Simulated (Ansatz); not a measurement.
What sets the Al vacancy content of AlCo

All numbers below come from DFT PBE, scalar-relativistic, plane waves, PAW in Ansatz 0.2.0.

Plane waves to 420 eV, a k mesh through Γ of 7×6×6 on the computed 15-atom cell and Gaussian smearing (0.10 eV); no spin polarisation.

The ordered crystal (Pm-3m, 11.60 Å³/atom, no gap on the mesh), relaxed at this level:

```cif
data_structure
_symmetry_space_group_name_H-M 'P 1'
_symmetry_Int_Tables_number 1
_cell_length_a 2.8519
_cell_length_b 2.8519
_cell_length_c 2.8519
_cell_angle_alpha 90.000
_cell_angle_beta 90.000
_cell_angle_gamma 90.000
_cell_volume 23.20
loop_
_atom_site_label
_atom_site_type_symbol
_atom_site_fract_x
_atom_site_fract_y
_atom_site_fract_z
_atom_site_occupancy
Al1 Al 0.00000 0.00000 0.00000 1
Co1 Co 0.50000 0.50000 0.50000 1
```

The crystal stands on its own mesh of 14×14×14. The changed cells were relaxed on coarser meshes and computed once more on meshes like the one named, which can leave forces up to 0.25 eV/Å.

The crystal forms from the elements' standard states with -0.592 eV/atom, or -1.18 eV per Al. From a supercell of 16 atoms neutral Al atoms were removed at random and the cells relaxed:

| Al removed | energy a vacancy, Al-rich (eV) | volume / perfect | gap on mesh (eV) |
| --- | --- | --- | --- |
| 1 | 3.31 | 0.971 | 0.00 |

**Question.** Over what range can the formation energy of the neutral Al vacancy move?

**Answer.** With k vacancies in the cell, E_v = [E(defect cell) − E(perfect cell)]/k + μ(Al). With μ counted from the standard state, the compound is stable against the two elements for -1.18 eV ≤ Δμ ≤ 0, so for the most dilute cell E_v runs from 3.31 eV (Al-rich) to 3.31 − 1.18 = 2.13 eV (Co-rich). At 1000 K the site fraction 1/[1 + exp(E_v/k_BT)] spans 2e-17 to 2e-11. Other phases of the two elements can narrow the range. Vacancies of Co, antisites and interstitials weren't computed and can be far cheaper. Even the most dilute cell lacks 12.5 % of its Al, far from an isolated defect.

A cell with an odd number of electrons, run without spin, has no gap by construction; a spin-polarised state may open one and lie lower.

Cost: 3 runs of about 15 core-minutes in all (earlier runs that led there not counted), on Intel Xeon Platinum 8488C (Sapphire Rapids) (shared hosts).